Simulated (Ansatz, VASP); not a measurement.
# Two plane-wave programs on Pb

```xyz
1
Lattice="0.0000 2.6102 2.6102 2.6102 0.0000 2.6102 2.6102 2.6102 0.0000" Properties=species:S:1:pos:R:3 pbc="T T T"
Pb    0.0000    0.0000    0.0000
```

Alike in both runs: task single point; functional PBE; dispersion D4; k mesh 9 × 9 × 9; occupations gaussian, width 0.05 eV; no spin polarisation.

```csv
,VASP,Ansatz
version,VASP 6.6.1,Ansatz 0.2.0
potentials or method,"VASP PAW PBE potentials, release 64 (Pb_d)",SSSP precision PAW
plane-wave cutoff (eV),520,612
valence electrons in the cell,14,14
```

```csv
,VASP,Ansatz,Ansatz less VASP
gap on the k mesh at the Fermi level (eV),none,none,-
pressure (GPa),-4.9,-4.8,+0.07
dispersion energy (meV/atom),-425.9,-426.2,-0.23
```

A gap of «none» marks a metal or a gap that the smearing closes.

Caveats: pairwise dispersion overbinds metals, which lowers pressure and volume. The runs have no spin-orbit coupling, so splittings on Pb are missing.
